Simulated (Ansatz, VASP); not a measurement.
## Pt: VASP beside Ansatz

Contents of INCAR:

```
SYSTEM = Pt
PREC = Accurate
ENCUT = 520
EDIFF = 1E-6
ISMEAR = 0
SIGMA = 0.15
LREAL = .FALSE.
LASPH = .TRUE.
NELM = 60
ALGO = Normal
ISIF = 2
LWAVE = .FALSE.
LCHARG = .FALSE.
GGA = PE
NBANDS = 17
```

KPOINTS

```
regular mesh
0
G
  18 18 10
  0 0 0
```

POSCAR

```
Pt
1.0
    2.9034000000      0.0000000000      0.0000000000
   -1.4517000000      2.5144181573      0.0000000000
    0.0000000000      0.0000000000      4.6618000000
Pt
2
Direct
    0.6666666667      0.3333333333      0.7500000000
    0.3333333333      0.6666666667      0.2500000000
```

Input for Ansatz:

```yaml
crystal:
  lattice:
    - [2.9034, 0.0, 0.0]
    - [-1.4517, 2.5144181573, 0.0]
    - [0.0, 0.0, 4.6618]
  atoms:
    - { symbol: Pt, position: [0.6666666667, 0.3333333333, 0.75] }
    - { symbol: Pt, position: [0.3333333333, 0.6666666667, 0.25] }
basis:
  ecutwfc: 420
kpoints:
  mp_grid: { grid: [18, 18, 10] }
hamiltonian:
  xc: pbe
scf:
  occupations: { method: gaussian, width: 0.15 }
output:
  forces: true
  stress: true
  eigenvalues: true
  write_density: true
  write_potential: true
  elf: true
  volumetric_format: npy
```

Alike in both runs: task single point; functional PBE; k mesh 18 × 18 × 10; occupations gaussian, width 0.15 eV; no spin polarisation.

|  | VASP | Ansatz |
| --- | --- | --- |
| version | VASP 6.6.1 | Ansatz 0.2.0 |
| potentials or method | VASP PAW PBE potentials, release 64 (Pt) | scalar-relativistic, plane waves, PAW |
| plane-wave cutoff (eV) | 520 | 420 |
| valence electrons in the cell | 20 | 36 |

|  | VASP | Ansatz | Ansatz less VASP |
| --- | --- | --- | --- |
| gap on the k mesh at the Fermi level (eV) | none | none | - |
| pressure (GPa) | -15.3 | -15.0 | +0.34 |
| largest component of the traceless stress (GPa) | 4.28 | 4.33 | +0.050 |

A gap of «none» marks a metal or a gap that the smearing closes. The two sets of potentials don't hold the same shells in valence.

Caveats: so large a pressure means that the cell lies far from this level's equilibrium, or that cutoff or potentials fall short (VASP). The runs have no spin-orbit coupling, so splittings on Pt are missing.
